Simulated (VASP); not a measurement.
## BAs (rocksalt): gaps by functional in VASP

```
B As
1.0
     0.00000    2.30529    2.30529
     2.30529    0.00000    2.30529
     2.30529    2.30529    0.00000
B As
1 1
Direct
  0.00000 0.00000 0.00000
  0.50000 0.50000 0.50000
```

All runs share this cell. Band v is the last that the valence electrons fill when counted band by band, and c is the next. A negative gap between them is a band overlap, as in a metal.

```csv
level,gap (eV),least direct gap (eV),pressure (GPa)
PBE,-4.95,0.26,0.4
r²SCAN,-5.35,0.14,-1.3
LDA,-4.84,0.22,-6.1
PBEsol,-4.92,0.22,-3.4
PBE with spin–orbit coupling,-4.95,0.12,–
```
